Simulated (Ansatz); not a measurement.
hcp against fcc along groups 8 to 10

All numbers below come from DFT, PBEsol, plane waves (420 eV) with PAW, scalar-relativistic (Ansatz). (PAW data from PBE, frozen cores regenerated.)

Each structure is relaxed within its symmetry, in the lowest magnetic state of the tried starts. Differences under about 8 meV lie within the error of the k-point mesh.

```
element  E(hcp) − E(fcc) (meV/atom)  V(hcp) (Å³/atom)  V(fcc) (Å³/atom)       state of hcp       state of fcc
     Fe                         -60              9.83             10.16  spin not included  antiferromagnetic
     Ru                        -121             13.32             13.40       non-magnetic  spin not included
     Os                        -145             13.89             13.96  spin not included  spin not included
     Co                         -20             10.34             10.44      ferromagnetic      ferromagnetic
     Rh                          41             13.58             13.51  spin not included       non-magnetic
     Ir                          83             14.13             14.06  spin not included       non-magnetic
     Ni                          26             10.41             10.39      ferromagnetic      ferromagnetic
     Pd                          37             14.64             14.59  spin not included  spin not included
     Pt                          63             15.15             15.05  spin not included  spin not included
```
